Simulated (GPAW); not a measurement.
# WS2 in GPAW: a series of runs

One slab, WS2, is run at these levels: PBEsol, PBEsol+U; tasks: band structure.

Program: GPAW 26.7.0. These are calculated values, not measurements. Logs are shortened: lines on timing, memory, paths and dates and some standing lists are left out, and cuts for length are marked. The log counts tension as positive stress, the text compression.

### Step 1. Starting point

The cell holds a slab with vacuum, 3 atoms: a = 3.184 Å, b = 3.184 Å, c = 16.951 Å, α = 90.00°, β = 90.00°, γ = 120.00°.

### Step 2. Band structure, PBEsol

File run.py:

```python
from ase import Atoms
from ase.dft.bandgap import bandgap
from ase.io import write
from ase.units import GPa
from gpaw import GPAW, PW, setup_paths

setup_paths.insert(0, '.')

atoms = Atoms(['W', 'S', 'S'],
              cell=[[3.1835163552, 0.0, 0.0],
                    [-1.5917581776, 2.7570060369, 0.0],
                    [0.0, 0.0, 16.95057789]],
              scaled_positions=[[0.0, 0.0, 0.0],
                                [0.3333333333, 0.6666666667, 0.09200051],
                                [0.3333333333, 0.6666666667, 0.90799949]],
              pbc=True)

calc = GPAW(mode=PW(600),
            xc='PBEsol',
            kpts={'size': (8, 8, 2), 'gamma': True},
            occupations={'name': 'fermi-dirac', 'width': 0.05},
            nbands=25,
            convergence={'density': 1e-05, 'energy': 1e-05},
            maxiter=150,
            txt='gpaw.txt')
atoms.calc = calc
energy = atoms.get_potential_energy()
forces = atoms.get_forces()
stress = atoms.get_stress()
calc.write('gs.gpw')
write('result.traj', atoms)
print(f'Energy: {energy:.6f} eV')
print('Forces (eV/A):')
print(forces.round(4))
print('Stress (GPa):', (stress / GPa).round(3))
print('Fermi level:', round(calc.get_fermi_level(), 4), 'eV')
print(f'Gap: {bandgap(calc)[0]:.4f} eV, direct: {bandgap(calc, direct=True)[0]:.4f} eV')

path = atoms.cell.bandpath('GMKGALHA,LM,KH', npoints=100, eps=1e-4)
bs_calc = calc.fixed_density(kpts=path, symmetry='off', nbands=48,
                             convergence={'bands': 'CBM+6.0', 'eigenstates': 1e-6}, txt='bands.txt')
bs = bs_calc.band_structure()
bs.write('bs.json')
print(f'Gap on the path: {bandgap(bs_calc)[0]:.4f} eV')
```

Potentials or basis: PAW data sets generated in the run's folder for this functional, pw.

On the command line:

```console
> gpaw-setup -f PBEsol S W
> OMP_NUM_THREADS=1 python run.py
```

gpaw.txt:

```text
__  _  _
 | _ |_)|_||  |
 |__||  | ||/\| - 26.7.0

Input parameters:
  mode=PW(ecut=600.0),
  convergence={'density': 1e-05, 'energy': 1e-05},
  kpts=MonkhorstPack(size=(8, 8, 2), gamma=True),
  maxiter=150,
  nbands=25,
  occupations=Occupations(name='fermi-dirac', width=0.05),
  xc=XC(name='PBEsol')

Diagonalizing LCAO Hamiltonian
Converting LCAO to pw mode

         S

         S

       W

Atoms  # Å, Bohr magnetons
|   | symbol |         x |        y |         z |    initial magnetic moments |
|---|--------|-----------|----------|-----------|-----------------------------|
| 0 |      W |  0.000000 | 0.000000 |  0.000000 | ( 0.0000,  0.0000,  0.0000) |
| 1 |      S | -0.000000 | 1.838004 |  1.559462 | ( 0.0000,  0.0000,  0.0000) |
| 2 |      S | -0.000000 | 1.838004 | 15.391116 | ( 0.0000,  0.0000,  0.0000) |

Unit cell  # Å
| periodic |         x |        y |         z |   lengths |     angles |
|----------|-----------|----------|-----------|-----------|------------|
|      yes |  3.183516 | 0.000000 |  0.000000 |  3.183516 |  90.000000 |
|      yes | -1.591758 | 2.757006 |  0.000000 |  3.183516 |  90.000000 |
|      yes |  0.000000 | 0.000000 | 16.950578 | 16.950578 | 120.000000 |

Number of symmetries: 12
Symmetry operations  # r_c * U_cc + t_c -> r_c
|    | kind |            matrix            |
|----|------|------------------------------|
|  0 |  σ   |  1, 1, 0,  0,-1, 0,  0, 0, 1 |
|  1 |  C2  |  1, 1, 0,  0,-1, 0,  0, 0,-1 |
|  2 |  E   |  1, 0, 0,  0, 1, 0,  0, 0, 1 |
|  3 |  σ   |  1, 0, 0,  0, 1, 0,  0, 0,-1 |
|  4 |  C3  |  0, 1, 0, -1,-1, 0,  0, 0, 1 |
|  5 |  S3  |  0, 1, 0, -1,-1, 0,  0, 0,-1 |
|  6 |  σ   |  0,-1, 0, -1, 0, 0,  0, 0, 1 |
|  7 |  C2  |  0,-1, 0, -1, 0, 0,  0, 0,-1 |
|  8 |  σ   | -1, 0, 0,  1, 1, 0,  0, 0, 1 |
|  9 |  C2  | -1, 0, 0,  1, 1, 0,  0, 0,-1 |
| 10 |  C3  | -1,-1, 0,  1, 0, 0,  0, 0, 1 |
| 11 |  S3  | -1,-1, 0,  1, 0, 0,  0, 0,-1 |

BZ-sampling:
  Number of BZ points: 128
  Number of IBZ points: 20

  Monkhorst-Pack size: [8, 8, 2]
  Monkhorst-Pack shift: [0.0625, 0.0625, 0.25]

K-points  # in reciprocal-cell coordinates
|     |                                coordinates |     weight |
|-----|--------------------------------------------|------------|
|   0 | (  0.00000000,   0.00000000,   0.00000000) | 0.00781250 |
|   1 | (  0.00000000,   0.00000000,   0.50000000) | 0.00781250 |
|   2 | (  0.12500000,   0.00000000,   0.00000000) | 0.04687500 |
|   3 | (  0.12500000,   0.00000000,   0.50000000) | 0.04687500 |
|   4 | (  0.25000000,  -0.12500000,   0.00000000) | 0.04687500 |
|   5 | (  0.25000000,  -0.12500000,   0.50000000) | 0.04687500 |
|   6 | (  0.25000000,   0.00000000,   0.00000000) | 0.04687500 |
|   7 | (  0.25000000,   0.00000000,   0.50000000) | 0.04687500 |
|   8 | (  0.37500000,  -0.12500000,   0.00000000) | 0.09375000 |
|   9 | (  0.37500000,  -0.12500000,   0.50000000) | 0.09375000 |
| ... |                                            |            |
|  19 | (  0.50000000,   0.50000000,   0.50000000) | 0.02343750 |

Plane wave coefficients: 4997
Cutoff: 600.0 eV

Spin-components: 1 (collinear spins)
Bands:           25
Projectors:      16
Spin-degeneracy: 2
Datatype:        complex128

Parallelization:
  kpt:    1
  domain: 1
  band:   1

Density:
  Valence electrons: 26.0
  Components: 1
  Grid points: [18 18 96]
  Charge: 0.0  # |e|

Potential:
  Grid points: [18 18 96]

species:
  W:
    name:    Tungsten
    Z:       74.0
    valence: 14
    core:    60
    charge:  0.0  # [|e|]
    compensation charges:
      type: gauss
      rc: 0.40  # [Å]
      lmax: 2
    cutoffs:
      filter: 2.36  # [Å]
      core: 3.02  # [Å]
    projectors
    | kind |    occ | energy [eV] | rcut [Å] |
    |------|--------|-------------|----------|
    |   5s |  2.000 |     -78.864 |    1.344 |
    |   6s |  2.000 |      -5.730 |    1.344 |
    |   5p |  6.000 |     -43.252 |    1.355 |
    |   6p |  0.000 |      -1.338 |    1.355 |
    |   5d |  4.000 |      -4.526 |    1.228 |
    |    d |        |      22.686 |    1.228 |

    Using partial waves for W as LCAO basis

  S:
    name:    Sulfur
    Z:       16.0
    valence: 6
    core:    10
    charge:  0.0  # [|e|]
    compensation charges:
      type: gauss
      rc: 0.24  # [Å]
      lmax: 2
    cutoffs:
      filter: 1.77  # [Å]
      core: 1.66  # [Å]
    projectors
    | kind |    occ | energy [eV] | rcut [Å] |
    |------|--------|-------------|----------|
    |   3s |  2.000 |     -17.192 |    0.974 |
    |   3p |  4.000 |      -6.978 |    0.979 |
    |    s |        |      10.020 |    0.974 |
    |    p |        |      20.234 |    0.979 |
    |    d |        |       0.000 |    0.900 |

    Using partial waves for S as LCAO basis

Reference energy: -460323.169833  # eV

eigensolver:
  PPCG
  Converge bands: occupied
  niter=2

density mixing:
  MSR1-Mixer
  Pratt-step length: 0.05
  Maximum mixing coefficient: 0.75
  Old densities: 10
  SVD Regularization: 0.005
  Good broyden scale: 1.0
  Trust region scale: 1.0
  Backstep threshold: 4.0
  History deletion threshold: 6.0
  Fourier metric: weight=20.0, sigma=0.015

occupation numbers:
  Fermi-Dirac:
    width: 0.0500  # eV

poisson solver:
  ecut: 4800.0  # eV

xc functional:
  name: PBEsol with 2 nearest neighbor stencil

convergence criteria:
- Maximum integral of absolute [dens]ity change: 1e-05 electrons / valence electron
- Maximum [total energy] change in last 3 cyles: 1e-05 eV / valence electron
- Maximum integral of absolute [eigenst]ate change: 4e-08 eV^2 / valence electron
maximum number of iterations: 150

SCF iterations
|iter     | |      energy | eigst |  dens |
|---------|-|-------------|-------|-------|
|iter:   1| |  -24.171486 | +0.21 |       |
|iter:   2| |  -24.127844 | -1.51 | -1.18 |
|iter:   3| |  -23.887443 | -1.55 | -1.22 |
|iter:   4| |  -23.856944 | -2.01 | -1.58 |
|iter:   5| |  -23.824743 | -2.79 | -1.74 |
|iter:   6| |  -23.824382 | -3.70 | -2.16 |
|iter:   7| |  -23.824386 | -4.59 | -3.03 |
|iter:   8| |  -23.824387c| -5.38 | -3.70 |
|iter:   9| |  -23.824388c| -5.98 | -4.34 |
|iter:  10| |  -23.824388c| -6.56 | -5.09c|
|iter:  11| |  -23.824388c| -7.02 | -5.53c|
|iter:  12| |  -23.824388c| -7.49c| -6.33c|

Converged in 12 steps
Energy contributions relative to reference atoms: (reference = -460323.169833)

Energy contributions:
  Kinetic:          12.097229
  Coulomb:         -14.777318
  Zero:              0.150234
  External:          0.000000
  Xc:              -21.294533
  Entropy:          -0.000000
  Spinorbit:         0.000000
  ----------------------------
  Free energy:     -23.824388
  Extrapolated:    -23.824388

dipole moment: (-9.427826, -8.259422, -63.184475)  # |e|*Ang

Fermi level: 0.164
Eigenvalues  # (at kpt = [0.000, 0.000, 0.000])
| band index |      eig [eV] | occ [0-2] |
|------------|---------------|-----------|
|          0 |       -74.578 |     2.000 |
|        ... |               |           |
|          5 |       -13.892 |     2.000 |
|          6 |        -7.156 |     2.000 |
|          7 |        -3.711 |     2.000 |
|          8 |        -3.711 |     2.000 |
|          9 |        -2.870 |     2.000 |
|         10 |        -2.450 |     2.000 |
[... 8 lines left out ...]
|         19 |         4.812 |     0.000 |
|         20 |         5.975 |     0.000 |
|        ... |               |           |
|         24 |         9.620 |     0.000 |

Gap: 2.050 eV
Transition (v -> c):
  (s=0, k=1, n=12, [0.00, 0.00, 0.50]) -> (s=0, k=13, n=13, [0.38, 0.38, 0.50])
Direct/indirect transitions are different
Direct gap: 2.245 eV
Transition at: (s=0, k=13, n=12, [0.38, 0.38, 0.50])

Forces  # eV/Ang
|        x |        y |        z |
|----------|----------|----------|
| -0.00000 |  0.00000 |  0.00000 |  # W    0
| -0.00000 | -0.00000 | -0.11950 |  # S    1
| -0.00000 | -0.00000 |  0.11950 |  # S    2

Stress tensor  # eV/Ang^3
|        x |        y |        z |
|----------|----------|----------|
| 0.009021 | 0.000000 | 0.000000 |
| 0.000000 | 0.009021 | 0.000000 |
| 0.000000 | 0.000000 | 0.002693 |

# Writing to gs.gpw (mode='')
```

Run time: 4.8 min. Hardware: 1 thread of Arm Neoverse V1, shared host; peak memory 0.76 GiB.

What came out:

* Free energy: -23.8244 eV
* Largest force: 0.119 eV/Å
* Band gap on the k mesh: 2.05 eV, indirect (least direct gap 2.24 eV)
* Band gap along the path: 1.77 eV, indirect (least direct gap 1.78 eV)

Forces on the atoms (eV/Å):
```
W    0.000  0.000  0.000
S    0.000  0.000 -0.119
S    0.000  0.000  0.119
```

Levels at the corners of the path, in eV from the valence-band top:
```
point  band 10  band 11  band 12  band 13  band 14  band 15  band 16  band 17
    Γ    -2.05    -1.64    -1.64     0.00     2.89     2.89     3.10     3.10
    M    -3.43    -2.06    -1.27    -0.92     2.83     3.29     4.03     4.77
    K    -3.88    -3.23    -2.31    -0.01     1.77     3.37     4.07     5.55
    Γ    -2.05    -1.64    -1.64     0.00     2.89     2.89     3.10     3.10
    A    -2.05    -1.64    -1.64     0.00     2.89     2.89     3.10     3.10
    L    -3.43    -2.06    -1.27    -0.92     2.83     3.29     4.03     4.77
    H    -3.88    -3.23    -2.31    -0.01     1.77     3.37     4.07     5.55
    A    -2.05    -1.64    -1.64     0.00     2.89     2.89     3.10     3.10
    L    -3.43    -2.06    -1.27    -0.92     2.83     3.29     4.03     4.77
    M    -3.43    -2.06    -1.27    -0.92     2.83     3.29     4.03     4.77
    K    -3.88    -3.23    -2.31    -0.01     1.77     3.37     4.07     5.55
    H    -3.88    -3.23    -2.31    -0.01     1.77     3.37     4.07     5.55
```

Caveat: spin-orbit coupling is left out, which moves the levels of the heavy elements. PBEsol gaps usually lie below the measured ones, often by a third to a half.

### Step 3. Band structure, PBEsol+U

Changes to run.py since step 2:

```diff
@@ -21,2 +21,3 @@
             occupations={'name': 'fermi-dirac', 'width': 0.05},
+            setups={'W': ':d,1.0'},
             nbands=25,
```

Potentials or basis: PAW data sets generated in the run's folder for this functional, pw.

On the command line:

```console
> gpaw-setup -f PBEsol S W
> OMP_NUM_THREADS=1 python run.py
```

Wall time 4.6 min (1 thread of Arm Neoverse V1, shared host); peak memory 0.76 GiB.

Results (log left out):

```yaml
Free_energy: -22.6036 eV
Largest_force: 0.075 eV/Å
Band_gap_on_the_k_mesh: 2.04 eV, indirect (least direct gap 2.22 eV)
Band_gap_along_the_path: 1.75 eV, direct
```

Forces on the atoms (eV/Å):
```
W    0.000  0.000  0.000
S    0.000  0.000 -0.075
S    0.000  0.000  0.075
```

Stress tensor (GPa, compression positive):
```
-1.31  0.00  0.00
 0.00 -1.31  0.00
 0.00  0.00 -0.28
```

Levels at the corners of the path, in eV from the valence-band top:
```
point  band 10  band 11  band 12  band 13  band 14  band 15  band 16  band 17
    Γ    -2.05    -1.61    -1.61    -0.01     2.91     2.91     3.11     3.11
    M    -3.40    -2.05    -1.27    -0.93     2.85     3.29     4.05     4.81
    K    -3.87    -3.23    -2.29     0.00     1.75     3.40     4.09     5.59
    Γ    -2.05    -1.61    -1.61    -0.01     2.91     2.91     3.11     3.11
    A    -2.05    -1.61    -1.61    -0.01     2.91     2.91     3.11     3.11
    L    -3.40    -2.05    -1.27    -0.93     2.85     3.29     4.05     4.81
    H    -3.87    -3.23    -2.29     0.00     1.75     3.40     4.09     5.59
    A    -2.05    -1.61    -1.61    -0.01     2.91     2.91     3.11     3.11
    L    -3.40    -2.05    -1.27    -0.93     2.85     3.29     4.05     4.81
    M    -3.40    -2.05    -1.27    -0.93     2.85     3.29     4.05     4.81
    K    -3.87    -3.23    -2.29     0.00     1.75     3.40     4.09     5.59
    H    -3.87    -3.23    -2.29     0.00     1.75     3.40     4.09     5.59
```

Caveat: spin-orbit coupling is left out, which moves the levels of the heavy elements.

### Step 4. Band structure, PBEsol+U

Changes to run.py since step 3:

```diff
@@ -21,3 +21,3 @@
             occupations={'name': 'fermi-dirac', 'width': 0.05},
-            setups={'W': ':d,1.0'},
+            setups={'W': ':d,2.0'},
             nbands=25,
```

Potentials or basis: PAW data sets generated in the run's folder for this functional, pw.

On the command line:

```console
> gpaw-setup -f PBEsol S W
> OMP_NUM_THREADS=1 python run.py
```

gpaw.txt:

```text
__  _  _
 | _ |_)|_||  |
 |__||  | ||/\| - 26.7.0

Input parameters:
  mode=PW(ecut=600.0),
  convergence={'density': 1e-05, 'energy': 1e-05},
  kpts=MonkhorstPack(size=(8, 8, 2), gamma=True),
  maxiter=150,
  nbands=25,
  occupations=Occupations(name='fermi-dirac', width=0.05),
  setups={'W': ':d,2.0'},
  xc=XC(name='PBEsol')

Diagonalizing LCAO Hamiltonian
Converting LCAO to pw mode

         S

         S

       W

Atoms  # Å, Bohr magnetons
|   | symbol |         x |        y |         z |    initial magnetic moments |
|---|--------|-----------|----------|-----------|-----------------------------|
| 0 |      W |  0.000000 | 0.000000 |  0.000000 | ( 0.0000,  0.0000,  0.0000) |
| 1 |      S | -0.000000 | 1.838004 |  1.559462 | ( 0.0000,  0.0000,  0.0000) |
| 2 |      S | -0.000000 | 1.838004 | 15.391116 | ( 0.0000,  0.0000,  0.0000) |

Unit cell  # Å
| periodic |         x |        y |         z |   lengths |     angles |
|----------|-----------|----------|-----------|-----------|------------|
|      yes |  3.183516 | 0.000000 |  0.000000 |  3.183516 |  90.000000 |
|      yes | -1.591758 | 2.757006 |  0.000000 |  3.183516 |  90.000000 |
|      yes |  0.000000 | 0.000000 | 16.950578 | 16.950578 | 120.000000 |

Number of symmetries: 12
Symmetry operations  # r_c * U_cc + t_c -> r_c
|    | kind |            matrix            |
|----|------|------------------------------|
|  0 |  σ   |  1, 1, 0,  0,-1, 0,  0, 0, 1 |
[... 145 lines left out ...]

SCF iterations
|iter     | |      energy | eigst |  dens |
|---------|-|-------------|-------|-------|
|iter:   1| |  -21.793323 | +0.21 |       |
|iter:   2| |  -21.729246 | -1.50 | -1.16 |
|iter:   3| |  -21.431769 | -1.53 | -1.20 |
|iter:   4| |  -21.397259 | -2.13 | -1.58 |
|iter:   5| |  -21.385200 | -3.01 | -1.83 |
|iter:   6| |  -21.384846 | -3.62 | -2.18 |
|iter:   7| |  -21.384865 | -4.65 | -3.09 |
|iter:   8| |  -21.384868c| -5.42 | -3.75 |
|iter:   9| |  -21.384869c| -5.99 | -4.35 |
|iter:  10| |  -21.384869c| -6.54 | -5.01c|
|iter:  11| |  -21.384869c| -6.98 | -5.57c|
|iter:  12| |  -21.384869c| -7.44c| -6.17c|

Converged in 12 steps
Energy contributions relative to reference atoms: (reference = -460323.169833)

Energy contributions:
  Kinetic:          11.091359
  Coulomb:         -13.911472
  Zero:              0.166803
  External:          0.000000
  Xc:              -18.731558
  Entropy:          -0.000000
  Spinorbit:         0.000000
  ----------------------------
  Free energy:     -21.384869
  Extrapolated:    -21.384869

dipole moment: (-9.425778, -8.270291, -63.229144)  # |e|*Ang

Fermi level: 0.155
Eigenvalues  # (at kpt = [0.000, 0.000, 0.000])
| band index |      eig [eV] | occ [0-2] |
|------------|---------------|-----------|
|          0 |       -74.765 |     2.000 |
|        ... |               |           |
|          5 |       -13.894 |     2.000 |
|          6 |        -7.182 |     2.000 |
|          7 |        -3.696 |     2.000 |
|          8 |        -3.696 |     2.000 |
|          9 |        -2.872 |     2.000 |
|         10 |        -2.399 |     2.000 |
[... 8 lines left out ...]
|         19 |         4.826 |     0.000 |
|         20 |         5.983 |     0.000 |
|        ... |               |           |
|         24 |         9.606 |     0.000 |

Gap: 2.034 eV
Transition (v -> c):
  (s=0, k=1, n=12, [0.00, 0.00, 0.50]) -> (s=0, k=13, n=13, [0.38, 0.38, 0.50])
Direct/indirect transitions are different
Direct gap: 2.194 eV
Transition at: (s=0, k=13, n=12, [0.38, 0.38, 0.50])

Forces  # eV/Ang
|        x |       y |        z |
|----------|---------|----------|
| -0.00000 | 0.00000 |  0.00000 |  # W    0
|  0.00000 | 0.00000 | -0.02692 |  # S    1
|  0.00000 | 0.00000 |  0.02692 |  # S    2

Stress tensor  # eV/Ang^3
|        x |        y |        z |
|----------|----------|----------|
| 0.007262 | 0.000000 | 0.000000 |
| 0.000000 | 0.007262 | 0.000000 |
| 0.000000 | 0.000000 | 0.000752 |

# Writing to gs.gpw (mode='')
```

stdout:

```text
Energy: -21.384869 eV
Forces (eV/A):
[[-0.      0.      0.    ]
 [ 0.      0.     -0.0269]
 [ 0.      0.      0.0269]]
Stress (GPa): [1.164 1.164 0.121 0.    0.    0.   ]
Fermi level: 0.1554 eV
Gap: 2.0339 eV, direct: 2.1942 eV
Gap on the path: 1.7098 eV
```

It took 4.7 min on 1 thread of Arm Neoverse V1, shared host; peak memory 0.76 GiB.

Results:

| Property | Result |
| --- | --- |
| Free energy | -21.3849 eV |
| Largest force | 0.027 eV/Å |
| Band gap along the path | 1.71 eV, direct |

Forces in eV/Å, atoms in the order of the input:
```
W    0.000  0.000  0.000
S    0.000  0.000 -0.027
S    0.000  0.000  0.027
```

Stress tensor (GPa, compression positive):
```
-1.16  0.00  0.00
 0.00 -1.16  0.00
 0.00  0.00 -0.12
```

Levels at the corners of the path, in eV from the valence-band top:
```csv
point,band 11,band 12,band 13,band 14,band 15,band 16
Γ,-1.59,-1.59,-0.03,2.93,2.93,3.10
M,-2.05,-1.28,-0.95,2.86,3.27,4.06
K,-3.25,-2.28,0.00,1.71,3.42,4.09
Γ,-1.59,-1.59,-0.03,2.93,2.93,3.10
A,-1.59,-1.59,-0.03,2.93,2.93,3.10
L,-2.05,-1.28,-0.95,2.86,3.27,4.06
H,-3.25,-2.28,0.00,1.71,3.42,4.09
A,-1.59,-1.59,-0.03,2.93,2.93,3.10
L,-2.05,-1.28,-0.95,2.86,3.27,4.06
M,-2.05,-1.28,-0.95,2.86,3.27,4.06
K,-3.25,-2.28,0.00,1.71,3.42,4.09
H,-3.25,-2.28,0.00,1.71,3.42,4.09
```

Caveat: spin-orbit coupling is left out, which moves the levels of the heavy elements.

[end of part 1 of 2]
